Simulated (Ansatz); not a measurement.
# Cadmium, bcc under RPBE: ground state and equation of state, part 1 of 2

The plan for cadmium in the bcc structure: relax it, solve it on a dense k-mesh, then scale the cell to 7 volumes from 88 to 112 % of the relaxed one and try a fit of the equation of state. Spin polarisation is left out. The k-meshes are 13×13×13 for the relaxation; 20×20×20 for the dense run; 14×14×14 for the volumes.

This is Cd in the bcc structure; at room conditions it is hcp.

Method: DFT RPBE, plane waves (420 eV) with PAW, scalar-relativistic; the PAW data stem from PBE, with regenerated cores, in Ansatz 0.2.0.

## (1) The system as given

It takes space group Im-3m (No. 229, cubic). The conventional cell has a = 3.508 Å, b = 3.508 Å, c = 3.508 Å, α = 90.00°, β = 90.00°, γ = 90.00°. Cd (site symmetry m-3m) is surrounded by 8 Cd at 3.04 Å.

Coordinates:

```cif
data_structure
_symmetry_space_group_name_H-M 'Im-3m'
_symmetry_Int_Tables_number 229
_cell_length_a 3.5080
_cell_length_b 3.5080
_cell_length_c 3.5080
_cell_angle_alpha 90.000
_cell_angle_beta 90.000
_cell_angle_gamma 90.000
_cell_volume 43.17
loop_
_atom_site_label
_atom_site_type_symbol
_atom_site_symmetry_multiplicity
_atom_site_Wyckoff_symbol
_atom_site_fract_x
_atom_site_fract_y
_atom_site_fract_z
_atom_site_occupancy
Cd1 Cd 2 a 0.00000 0.00000 0.00000 1
```

## (2) Relaxation of the cell

The input, input.yaml:

```yaml
crystal:
  lattice:
    - [-1.7540139848, 1.7540139848, 1.7540139848]
    - [1.7540139848, -1.7540139848, 1.7540139848]
    - [1.7540139848, 1.7540139848, -1.7540139848]
  atoms:
    - { symbol: Cd, position: [0.0, 0.0, 0.0] }
hamiltonian:
  xc: rpbe
  pseudopotentials:
    kind: paw
    azcp:
      Cd: "pseudopotentials/Cd.paw.azcp"
basis:
  ecutwfc: 420
  fft_grid_basis: typed
kpoints:
  mp_grid: { grid: [13, 13, 13], shift: [0, 0, 0] }
magnetization:
  spin_polarized: false
scf:
  occupations: { method: fermi_dirac, width: 0.1 }
relax:
  max_steps: 60
  f_tol: 0.01
  cell: {}
```

Standard output:

```text
Warning: RAYON_NUM_THREADS=2 ignored (pool sized by the plan → 2); use --threads N
Engine: ansatz 0.2.0, aarch64-unknown-linux-gnu
Pseudopotentials: kind: paw
Pseudopotential: Cd, paw, valence charge 20, recommended cutoff 420 eV (normal), <dir>
Functional definition: RPBE
  parameter kappa = 0.804
  parameter beta = 0.06672455060314922
  exchange = rpbe_x(kappa = kappa, mu = beta*pi^2/3)
  correlation = pbe_c(beta = beta)
Crystal: 1 atoms, lattice volume = 21.585 Å³
Basis set: ecut = 420 eV, 429 PW (Γ), exchange–correlation on 48×48×48 points (8 copies of the dense FFT grid, shifted against one another)
Bands: 14, of which v1, the nominal top of the filled ones, is band 10 counted from 1 (9 counted from 0)
Symmetry: 48 space group operations
Space group: Im-3m (ITA 229), of the structure as read, at distance tolerance 2.8e-5 Å
k-points: 84 of 2197
Non-local potential: Cd, projectors of the file, l = 0: 3, l = 1: 2, l = 2: 2, l = 3: 1
PAW form: soft (Blöchl's): semilocal exchange-correlation on the pseudo side does not see the compensation charge
PAW frozen core: Cd, regenerated for the run's functional, and the local potential with it (the file was generated under x = pbe(κ = 0.804, μ = 0.2195149727645171), c = pbe(β = 0.06672455060314922))
PAW one-centre angular grid: Cd, 590 points (default); XC on 64 Gauss nodes
Initial density: superposition of atomic densities (neutral atoms: chi_scale 0, normalization atom), corrected by the library's trained network
Initial wavefunctions: pseudopotential atomic-orbital guess
Functional: x = rpbe, c = pbe(β = 0.06672455060314922)
SCF iter   1: F=—  HF=-8262.595592 eV  |F-HF|=—  |Δ(HF+E_count)|=         —  Δρ=4.34e-3  dr2=3.25e-3  ethr=1.77e-3  ⟨swp⟩=5.0  Hψ=5896  notcnv=0
preconditioner: auto → Kerker (q_TF=auto, 2.694 Å⁻¹)  [metal: Δε(μ)=0.137 eV  Ē_g=16.745 eV  σ=0.100 eV  W_gap=0.31  n_scr=12 (ndim 8)  ℏωp=27.7 eV  f_vac=0.000  D(μ)=0.35/eV (n_scr^D=0)]
SCF iter   2: F=—  HF=-8262.594783 eV  |F-HF|=—  |Δ(HF+E_count)|=   8.09e-4  Δρ=1.43e-3  dr2=3.77e-4  ethr=1.62e-5  ⟨swp⟩=2.1  Hψ=2450  notcnv=0
SCF iter   3: F=—  HF=-8262.594699 eV  |F-HF|=—  |Δ(HF+E_count)|=   8.41e-5  Δρ=4.50e-4  dr2=2.15e-5  ethr=1.88e-6  ⟨swp⟩=2.2  Hψ=1655  notcnv=0
SCF iter   4: F=—  HF=-8262.594671 eV  |F-HF|=—  |Δ(HF+E_count)|=   2.80e-5  Δρ=5.24e-5  dr2=2.54e-7  ethr=1.07e-7  ⟨swp⟩=2.6  Hψ=1876  notcnv=0
iter 5 did not close the SCF: its close was put off for the readings that it lacked (scf_convergence_deferred on its scf_iter line)
SCF iter   5: F=-8262.594671 eV  HF=-8262.594671 eV  |F-HF|=1.09e-8  |Δ(HF+E_count)|=   2.04e-7  Δρ=8.25e-6  dr2=8.07e-9  ethr=1.27e-9  ⟨swp⟩=2.8  Hψ=2003  notcnv=0
SCF iter   6: F=-8262.594671 eV  HF=-8262.594671 eV  |F-HF|=2.66e-10  |Δ(HF+E_count)|=   1.17e-8  Δρ=2.14e-6  dr2=5.25e-10  ethr=4.03e-11  ⟨swp⟩=1.9  Hψ=3354  notcnv=0
SCF 1 converged in 6 iterations: F = -8262.594671 eV  dr2 = 5.25e-10
relax step   1: F+E_penalty+E_count = -8262.59467077 eV  Δ(F+E_penalty+E_count) = +0.000e0 eV  max|allowed force component| = 0.000e0 eV/Å  Δτ_max = 0.0000 Å  P = +6.472 GPa  Ω = 21.585 Å³  (6 SCF iters, dr2 threshold 1.00e-7 eV, accepted)
Crystal: 1 atoms, lattice volume = 24.551 Å³
Basis set: ecut = 420 eV, 459 PW (Γ), exchange–correlation on 48×48×48 points (8 copies of the dense FFT grid, shifted against one another)
Initial density: handed on by an earlier stage of this run
Initial wavefunctions: those handed on with the density
iter 1 solved again at ethr=3.46e-5 eV; its pass at ethr=3.10e-3 eV (dr2=6.92e-3 eV) is discarded
SCF iter   1: F=—  HF=-8262.652905 eV  |F-HF|=—  |Δ(HF+E_count)|=         —  Δρ=5.26e-3  dr2=8.06e-3  ethr=3.46e-5  ⟨swp⟩=1.1  Hψ=8204  notcnv=0
preconditioner: auto → Kerker (q_TF=auto, 2.637 Å⁻¹)  [metal: Δε(μ)=0.094 eV  Ē_g=15.877 eV  σ=0.100 eV  W_gap=0.23  n_scr=12 (ndim 8)  ℏωp=26.0 eV  f_vac=0.000  D(μ)=0.39/eV (n_scr^D=0)]
SCF iter   2: F=—  HF=-8262.650963 eV  |F-HF|=—  |Δ(HF+E_count)|=   1.94e-3  Δρ=2.38e-3  dr2=2.02e-3  ethr=3.46e-5  ⟨swp⟩=2.2  Hψ=1624  notcnv=0
SCF iter   3: F=—  HF=-8262.650502 eV  |F-HF|=—  |Δ(HF+E_count)|=   4.62e-4  Δρ=9.36e-4  dr2=2.51e-4  ethr=1.01e-5  ⟨swp⟩=2.1  Hψ=1629  notcnv=0
SCF iter   4: F=—  HF=-8262.650532 eV  |F-HF|=—  |Δ(HF+E_count)|=   3.08e-5  Δρ=2.60e-4  dr2=1.00e-5  ethr=1.26e-6  ⟨swp⟩=2.1  Hψ=1602  notcnv=0
SCF iter   5: F=—  HF=-8262.650539 eV  |F-HF|=—  |Δ(HF+E_count)|=   6.32e-6  Δρ=4.34e-5  dr2=3.10e-7  ethr=5.02e-8  ⟨swp⟩=2.3  Hψ=1800  notcnv=0
SCF iter   6: F=-8262.650539 eV  HF=-8262.650539 eV  |F-HF|=1.02e-8  |Δ(HF+E_count)|=   3.46e-7  Δρ=7.43e-6  dr2=1.01e-8  ethr=5.00e-10  ⟨swp⟩=4.0  Hψ=3710  notcnv=0
SCF 2 converged in 6 iterations: F = -8262.650539 eV  dr2 = 1.01e-8
relax step   2: F+E_penalty+E_count = -8262.65053896 eV  Δ(F+E_penalty+E_count) = -5.587e-2 eV  max|allowed force component| = 0.000e0 eV/Å  Δτ_max = 0.0000 Å  P = +0.514 GPa  Ω = 24.551 Å³  energy of the carried Pulay correction = -1.145e-3 eV  (6 SCF iters, dr2 threshold 1.00e-7 eV, accepted)
Crystal: 1 atoms, lattice volume = 24.845 Å³
iter 1 solved again at ethr=3.62e-7 eV; its pass at ethr=3.10e-3 eV (dr2=7.23e-5 eV) is discarded
SCF iter   1: F=—  HF=-8262.651058 eV  |F-HF|=—  |Δ(HF+E_count)|=         —  Δρ=4.20e-4  dr2=5.36e-5  ethr=3.62e-7  ⟨swp⟩=2.0  Hψ=7775  notcnv=0
preconditioner: auto → Kerker (q_TF=auto, 2.631 Å⁻¹)  [metal: Δε(μ)=0.080 eV  Ē_g=15.717 eV  σ=0.100 eV  W_gap=0.20  n_scr=12 (ndim 8)  ℏωp=25.8 eV  f_vac=0.000  D(μ)=0.40/eV (n_scr^D=0)]
SCF iter   2: F=—  HF=-8262.651046 eV  |F-HF|=—  |Δ(HF+E_count)|=   1.18e-5  Δρ=2.02e-4  dr2=1.48e-5  ethr=2.68e-7  ⟨swp⟩=2.0  Hψ=1579  notcnv=0
SCF iter   3: F=—  HF=-8262.651043 eV  |F-HF|=—  |Δ(HF+E_count)|=   2.79e-6  Δρ=7.61e-5  dr2=1.71e-6  ethr=7.39e-8  ⟨swp⟩=2.1  Hψ=1632  notcnv=0
SCF iter   4: F=-8262.651043 eV  HF=-8262.651043 eV  |F-HF|=3.11e-8  |Δ(HF+E_count)|=   3.29e-7  Δρ=2.16e-5  dr2=7.10e-8  ethr=5.00e-10  ⟨swp⟩=2.7  Hψ=4203  notcnv=0
SCF 3 converged in 4 iterations: F = -8262.651043 eV  dr2 = 7.10e-8
relax step   3: F+E_penalty+E_count = -8262.65104342 eV  Δ(F+E_penalty+E_count) = -5.045e-4 eV  max|allowed force component| = 0.000e0 eV/Å  Δτ_max = 0.0000 Å  P = +0.155 GPa  Ω = 24.845 Å³  energy of the carried Pulay correction = -1.250e-3 eV  (4 SCF iters, dr2 threshold 1.00e-7 eV, accepted)
Crystal: 1 atoms, lattice volume = 24.975 Å³
iter 1 solved again at ethr=6.91e-8 eV; its pass at ethr=3.10e-3 eV (dr2=1.38e-5 eV) is discarded
SCF iter   1: F=—  HF=-8262.651065 eV  |F-HF|=—  |Δ(HF+E_count)|=         —  Δρ=1.76e-4  dr2=1.01e-5  ethr=6.91e-8  ⟨swp⟩=2.0  Hψ=7643  notcnv=0
preconditioner: auto → Kerker (q_TF=auto, 2.629 Å⁻¹)  [metal: Δε(μ)=0.073 eV  Ē_g=15.679 eV  σ=0.100 eV  W_gap=0.18  n_scr=12 (ndim 8)  ℏωp=25.7 eV  f_vac=0.000  D(μ)=0.41/eV (n_scr^D=0)]
SCF iter   2: F=—  HF=-8262.651063 eV  |F-HF|=—  |Δ(HF+E_count)|=   1.81e-6  Δρ=9.41e-5  dr2=3.18e-6  ethr=5.04e-8  ⟨swp⟩=1.5  Hψ=1378  notcnv=0
SCF iter   3: F=—  HF=-8262.651063 eV  |F-HF|=—  |Δ(HF+E_count)|=   3.34e-7  Δρ=3.32e-5  dr2=3.24e-7  ethr=1.59e-8  ⟨swp⟩=2.3  Hψ=1647  notcnv=0
SCF iter   4: F=-8262.651063 eV  HF=-8262.651063 eV  |F-HF|=5.49e-9  |Δ(HF+E_count)|=   9.91e-8  Δρ=9.24e-6  dr2=1.33e-8  ethr=3.01e-10  ⟨swp⟩=4.0  Hψ=3680  notcnv=0
SCF 4 converged in 4 iterations: F = -8262.651063 eV  dr2 = 1.33e-8
relax step   4: F+E_penalty+E_count = -8262.65106295 eV  Δ(F+E_penalty+E_count) = -1.954e-5 eV  max|allowed force component| = 0.000e0 eV/Å  Δτ_max = 0.0000 Å  P = +0.007 GPa  Ω = 24.975 Å³  energy of the carried Pulay correction = -1.296e-3 eV  (4 SCF iters, dr2 threshold 6.02e-8 eV, accepted)
Initial wavefunctions: pseudopotential atomic-orbital guess (no wavefunctions were taken with the density)
iter 1 solved again at ethr=2.12e-8 eV; its pass at ethr=3.10e-3 eV (dr2=4.25e-6 eV) is discarded
SCF iter   1: F=—  HF=-8262.651998 eV  |F-HF|=—  |Δ(HF+E_count)|=         —  Δρ=3.06e-4  dr2=3.93e-6  ethr=2.12e-8  ⟨swp⟩=3.0  Hψ=8882  notcnv=0
preconditioner: auto → Kerker (q_TF=auto, 2.629 Å⁻¹)  [metal: Δε(μ)=0.073 eV  Ē_g=15.676 eV  σ=0.100 eV  W_gap=0.18  n_scr=12 (ndim 8)  ℏωp=25.7 eV  f_vac=0.000  D(μ)=0.41/eV (n_scr^D=0)]
SCF iter   2: F=—  HF=-8262.652011 eV  |F-HF|=—  |Δ(HF+E_count)|=   1.36e-5  Δρ=1.51e-4  dr2=9.73e-7  ethr=1.97e-8  ⟨swp⟩=2.5  Hψ=2051  notcnv=0
SCF iter   3: F=—  HF=-8262.652034 eV  |F-HF|=—  |Δ(HF+E_count)|=   2.31e-5  Δρ=3.51e-5  dr2=6.84e-8  ethr=4.87e-9  ⟨swp⟩=2.9  Hψ=1992  notcnv=0
SCF iter   4: F=—  HF=-8262.652034 eV  |F-HF|=—  |Δ(HF+E_count)|=   5.72e-8  Δρ=2.87e-6  dr2=1.34e-9  ethr=3.42e-10  ⟨swp⟩=2.1  Hψ=1682  notcnv=0
SCF iter   5: F=—  HF=-8262.652034 eV  |F-HF|=—  |Δ(HF+E_count)|=   1.32e-9  Δρ=6.06e-7  dr2=9.60e-11  ethr=6.71e-12  ⟨swp⟩=2.8  Hψ=2014  notcnv=0
SCF iter   6: F=-8262.652034 eV  HF=-8262.652034 eV  |F-HF|=0.00e0  |Δ(HF+E_count)|=  7.28e-11  Δρ=1.62e-7  dr2=6.57e-12  ethr=1.00e-12  ⟨swp⟩=4.9  Hψ=4317  notcnv=0
SCF 5 converged in 6 iterations: F = -8262.652034 eV  dr2 = 6.57e-12
relax step   5: F+E_penalty+E_count = -8262.65203446 eV  Δ(F+E_penalty+E_count) = -9.715e-4 eV  max|allowed force component| = 0.000e0 eV/Å  Δτ_max = 0.0000 Å  P = -0.011 GPa  Ω = 24.975 Å³  stress off target by 1.13e-2 GPa  SCF on the basis re-selected at this cell (its energy is not comparable with the rows above)  (6 SCF iters)
basis re-selected at this cell: Δ(F+E_penalty+E_count) = -9.715e-4 eV, ΔP = -0.019 GPa vs the last step (what re-selecting the basis moved, of the pressure what is left beyond the Pulay correction that the steps carried, after the strain that the cell walked since its last selection, with what the two solves' SCF thresholds leave and, on support functions, any second-order correction that the steps lacked; it is no measure of the basis error at this ecutwfc). This SCF's stress stands 1.13e-2 GPa from its target on what of the cell is left free (relax.cell.stress_tol is 5.00e-2 GPa) and its largest allowed force component is 0.00e0 eV/Å (relax.f_tol is 1.00e-2 eV/Å): within both
SCF converged after 6 iterations
Free energy (F): -8262.652034 eV
Harris-Foulkes:  -8262.652034 eV  (|F-HF|=0.00e0)
Internal energy: -8262.638527 eV  (E = F + TS)
E sigma→0 (E₀):  -8262.645281 eV
Entropy (-TS):   -0.013507 eV (-13.507 meV/atom)
Fermi energy:    12.258002 eV
--- Per-component energies (eV) ---
  E_band       = -437.033785
  E_kinetic    = 504.239059
  E_local      = -3156.756598  (includes V_loc(G=0)·N_el)
  E_nonlocal   = 31.185882
  E_hartree    = 1472.262735
  E_xc         = -176.836125
  E_vxc        = -221.258116  (∫ρ·V_xc dr)
  E_paw        = -4090.749317  (= ΣΔE_a)
  E_vpaw       = -538.969366  (= ΣTr[D̂ρ^β])
  E_aug_tail   = 0.000014  (compensation charges beyond the density's cutoff)
  E_ewald      = -2845.871998
  E_core_change = -0.112180  (= ΣΔE_core)
  E_smearing   = -0.013507  (= −TS)
  E_closure    = 0.000000  (closes the sum)
  Σ components = -8262.652034   (vs F -8262.652034, Δ=0.00e0)
--- Forces (eV/Å), atoms counted from 1 ---
  atom   1  Cd    -0.00000000    -0.00000000    -0.00000000
  max |Σ_I F_I| component: 1.31e-31 eV/Å
--- Stress (GPa, compression-positive) ---
       -0.011262      -0.000000      -0.000000
       -0.000000      -0.011262       0.000000
       -0.000000       0.000000      -0.011262
  P = ⅓ Tr σ = -0.0113 GPa (-0.113 kbar)
--- Relaxed structure (4 steps of the walk, 4 accepted, 1 SCFs on fresh bases) ---
  F+E_penalty+E_count = -8262.65203446 eV   max|allowed force component| = 0.000e0 eV/Å   (the final SCF, on the basis selected at the relaxed cell)
  cell:  # Å, volume = 24.9746 Å³
    - [-1.841392428147574, 1.841392428147574, 1.841392428147574]
    - [1.841392428147574, -1.841392428147574, 1.841392428147574]
    - [1.841392428147574, 1.841392428147574, -1.841392428147574]
  atoms:
    - { symbol: Cd, position: [0.0, 0.0, 0.0] }
```

Wall time 3.6 s (2 threads of an Arm CPU, shared host); peak memory 0.29 GiB.

Relaxation path:

```
step  energy change (meV/atom)  largest force (eV/Å)  pressure (GPa)  volume (Å³/atom)
   1                      0.00                0.0000            6.47            21.585
   2                    -55.87                0.0000            0.51            24.551
   3                    -56.37                0.0000            0.16            24.845
   4                    -56.39                0.0000            0.01            24.975
   5                    -57.36                0.0000           -0.01            24.975
```

Steps that repeat a cell are solved on a basis chosen anew, so their changes of energy are no gain of the relaxation.

Changes in the cell that was computed:

|  | before | after | change |
| --- | --- | --- | --- |
| a (Å) | 3.038 | 3.189 | +5.0 % |
| b (Å) | 3.038 | 3.189 | +5.0 % |
| c (Å) | 3.038 | 3.189 | +5.0 % |
| volume (Å³/atom) | 21.585 | 24.975 | +15.7 % |
| shortest distance (Å) | 3.038 | 3.189 | +5.0 % |
| space group (spins left aside) | Im-3m | Im-3m | same |

## (3) The energy on a finer k-mesh

The input, input.yaml:

```yaml
crystal:
  lattice:
    - [-1.8413924281, 1.8413924281, 1.8413924281]
    - [1.8413924281, -1.8413924281, 1.8413924281]
    - [1.8413924281, 1.8413924281, -1.8413924281]
  atoms:
    - { symbol: Cd, position: [0.0, 0.0, 0.0] }
hamiltonian:
  xc: rpbe
  pseudopotentials:
    kind: paw
    azcp:
      Cd: "pseudopotentials/Cd.paw.azcp"
basis:
  ecutwfc: 420
  fft_grid_basis: typed
kpoints:
  mp_grid: { grid: [20, 20, 20], shift: [0, 0, 0] }
magnetization:
  spin_polarized: false
scf:
  occupations: { method: fermi_dirac, width: 0.1 }
```

Standard output (excerpt; [...] marks lines left out):

```text
Warning: RAYON_NUM_THREADS=2 ignored (pool sized by the plan → 2); use --threads N
[...]
[... 3 set-up lines as earlier in the session ...]
[...]
Crystal: 1 atoms, lattice volume = 24.975 Å³
Basis set: ecut = 420 eV, 459 PW (Γ)
Bands: 14, of which v1, the nominal top of the filled ones, is band 10 counted from 1 (9 counted from 0)
[... 1 set-up line as earlier in the session ...]
Space group: Im-3m (ITA 229), of the structure as read, at distance tolerance 2.9e-5 Å
k-points: 256 of 8000
[...]
SCF iter   1: F=—  HF=-8262.652511 eV  |F-HF|=—  |Δ(HF+E_count)|=         —  Δρ=3.87e-3  dr2=3.18e-3  ethr=1.77e-3  ⟨swp⟩=5.3  Hψ=18064  notcnv=0
[...]
SCF iter   6: F=-8262.651586 eV  HF=-8262.651586 eV  |F-HF|=5.51e-10  |Δ(HF+E_count)|=   1.91e-8  Δρ=2.07e-6  dr2=6.16e-10  ethr=6.24e-11  ⟨swp⟩=1.0  Hψ=9628  notcnv=0
[...]
SCF converged after 6 iterations
Free energy (F): -8262.651586 eV
[...]
E sigma→0 (E₀):  -8262.645147 eV
Entropy (-TS):   -0.012878 eV (-12.878 meV/atom)
Fermi energy:    12.258396 eV
[...]
```

Run time: 1.8 s. Hardware: 2 threads of an Arm CPU, shared host; peak memory 0.33 GiB.

## (4) The cell scaled to 88 % of its volume

The input, input.yaml:

```yaml
crystal:
  lattice:
    - [-1.764576849, 1.764576849, 1.764576849]
    - [1.764576849, -1.764576849, 1.764576849]
    - [1.764576849, 1.764576849, -1.764576849]
  atoms:
    - { symbol: Cd, position: [0.0, 0.0, 0.0] }
hamiltonian:
  xc: rpbe
  pseudopotentials:
    kind: paw
    azcp:
      Cd: "pseudopotentials/Cd.paw.azcp"
basis:
  ecutwfc: 420
  fft_grid_basis: typed
kpoints:
  mp_grid: { grid: [14, 14, 14], shift: [0, 0, 0] }
magnetization:
  spin_polarized: false
scf:
  occupations: { method: fermi_dirac, width: 0.1 }
  lower_state_search: "off"
output:
  stress: true
```

Standard output (excerpt; [...] marks lines left out):

```text
Warning: RAYON_NUM_THREADS=2 ignored (pool sized by the plan → 2); use --threads N
[...]
[... 3 set-up lines as earlier in the session ...]
[...]
Crystal: 1 atoms, lattice volume = 21.978 Å³
Basis set: ecut = 420 eV, 429 PW (Γ)
Bands: 14, of which v1, the nominal top of the filled ones, is band 10 counted from 1 (9 counted from 0)
[... 2 set-up lines as earlier in the session ...]
k-points: 104 of 2744
[...]
SCF iter   1: F=—  HF=-8262.605909 eV  |F-HF|=—  |Δ(HF+E_count)|=         —  Δρ=4.27e-3  dr2=3.16e-3  ethr=1.77e-3  ⟨swp⟩=5.0  Hψ=7306  notcnv=0
[...]
SCF iter   6: F=-8262.605053 eV  HF=-8262.605053 eV  |F-HF|=1.87e-10  |Δ(HF+E_count)|=   1.74e-8  Δρ=2.52e-6  dr2=7.58e-10  ethr=7.33e-11  ⟨swp⟩=2.0  Hψ=4441  notcnv=0
[...]
SCF converged after 6 iterations
Free energy (F): -8262.605053 eV
[...]
E sigma→0 (E₀):  -8262.598115 eV
Entropy (-TS):   -0.013876 eV (-13.876 meV/atom)
Fermi energy:    14.545439 eV
[...]
--- Stress (GPa, compression-positive) ---
        5.308524       0.000000      -0.000000
       -0.000000       5.308524      -0.000000
       -0.000000       0.000000       5.308524
  P = ⅓ Tr σ = 5.3085 GPa (53.085 kbar)
```

Wall time 0.9 s (2 threads of an Arm CPU, shared host); peak memory 0.28 GiB.

## (5) The cell scaled to 92 % of its volume

Edit input.yaml of step 4 so:

```diff
@@ -2,5 +2,5 @@
   lattice:
-    - [-1.764576849, 1.764576849, 1.764576849]
-    - [1.764576849, -1.764576849, 1.764576849]
-    - [1.764576849, 1.764576849, -1.764576849]
+    - [-1.7909177003, 1.7909177003, 1.7909177003]
+    - [1.7909177003, -1.7909177003, 1.7909177003]
+    - [1.7909177003, 1.7909177003, -1.7909177003]
   atoms:
@@ -25 +25,5 @@
   stress: true
+  write_density: true
+  write_potential: true
+  elf: true
+  volumetric_format: npy
```

Standard output (excerpt; [...] marks lines left out):

```text
Warning: RAYON_NUM_THREADS=2 ignored (pool sized by the plan → 2); use --threads N
[...]
[... 3 set-up lines as earlier in the session ...]
[...]
Crystal: 1 atoms, lattice volume = 22.977 Å³
Basis set: ecut = 420 eV, 429 PW (Γ)
Bands: 14, of which v1, the nominal top of the filled ones, is band 10 counted from 1 (9 counted from 0)
[... 2 set-up lines as earlier in the session ...]
k-points: 104 of 2744
[...]
SCF iter   1: F=—  HF=-8262.631756 eV  |F-HF|=—  |Δ(HF+E_count)|=         —  Δρ=4.09e-3  dr2=3.11e-3  ethr=1.77e-3  ⟨swp⟩=5.2  Hψ=7346  notcnv=0
[...]
SCF iter   6: F=-8262.630886 eV  HF=-8262.630886 eV  |F-HF|=2.80e-10  |Δ(HF+E_count)|=   1.71e-8  Δρ=2.52e-6  dr2=7.82e-10  ethr=5.61e-11  ⟨swp⟩=4.1  Hψ=7028  notcnv=0
[...]
SCF converged after 6 iterations
Free energy (F): -8262.630886 eV
[...]
E sigma→0 (E₀):  -8262.623781 eV
Entropy (-TS):   -0.014209 eV (-14.209 meV/atom)
Fermi energy:    13.705279 eV
[...]
--- Stress (GPa, compression-positive) ---
        3.084401       0.000000       0.000000
        0.000000       3.084401      -0.000000
       -0.000000       0.000000       3.084401
  P = ⅓ Tr σ = 3.0844 GPa (30.844 kbar)
--- Band table (eV; the first three rows and the last of 104) ---
  k-point 0: bands = ["-89.2832", "-50.3214", "-50.3214", "-50.3214", "4.5336", "4.5336", "4.5336", "5.1156", "5.1156", "5.2601", "28.2911", "28.2911", "28.2911", "29.4182"]
[...]
```

It took 1.2 s on 2 threads of an Arm CPU, shared host; peak memory 0.29 GiB.

Axes a, b and c in the maps are those of this run's conventional cell (a, b, c = 3.582, 3.582, 3.582 Å).

Density in a lattice plane of the grid's cell (edges 3.58 and 3.58 Å, at 0.000 of the third edge), which holds Cd.

Ten even steps from '0' (0.09 e/Å³) to '9' (26.58 e/Å³):
```
875310000000000000001357
553210000000000000001235
322100000000000000000122
110000000000000000000001
000000000000000000000000
000000000000000000000000
000000000000000000000000
000000000000000000000000
000000000000000000000000
000000000000000000000000
000000000000000000000000
000000000000000000000000
000000000000000000000000
000000000000000000000000
000000000000000000000000
110000000000000000000001
322100000000000000000122
553210000000000000001235
875310000000000000001357
986421000000000000012468
```
Columns run along the first of these edges and rows up along the second, over one cell in 24 and 20 even steps from the bottom left corner. Atoms in the plane (fractional): Cd at (0.00, 0.00).

ELF in the same plane.

Ten even steps from '0' (0.18) to '9' (0.92):
```
987542100000000000124578
765432100000000000123456
544321000000000000012344
332210000000000000001223
111000000000000000000011
000000000000000000000000
000000000000000000000000
000000000000000000000000
000000000000000000000000
000000000000000000000000
000000000000000000000000
000000000000000000000000
000000000000000000000000
000000000000000000000000
111000000000000000000011
332210000000000000001223
544321000000000000012344
765432100000000000123456
987542100000000000124578
997643100000000000134679
```
Columns run along the first of these edges and rows up along the second, over one cell in 24 and 20 even steps from the bottom left corner. Atoms in the plane (fractional): Cd at (0.00, 0.00).

Both are smooth fields of the valence electrons: close to the nuclei they are not physical.

(Continued in part 2 of 2.)
